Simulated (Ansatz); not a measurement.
**SiO2: how the free axis answers a strain**

SiO2, P6_422, a = 5.039 Å, c = 5.525 Å. This isn't the usual stable structure of the compound. Ansatz: LDA, PAW, 420 eV, Γ-centred 6×6×4 mesh on 9 atoms, Gaussian smearing 0.02 eV; no spin polarisation. Series: biaxial strain in the a-b plane, c and atoms relaxed; x is the strain in per cent. y is the change of c in per cent of 5.525 Å.

```
x (%) y (%)
 -2.0      ?
 -1.0   1.19
  0.0   0.00
  1.0  -1.22
  2.0  -2.47
```

Question: Fit y = c1 x + c2 x² to the other rows, say what c1 measures, and predict the missing y.

Answer: Least squares on the rows shown. y = −1.205 x − 0.01500 x². With no stress along c, c1 = −2C13/C33 = -1.205. At x = -2.0 the fit asked for gives 2.35 %. The run gave 2.35 %, the same to the digits shown. The form still works here, 33 % of the fitted range beyond its end.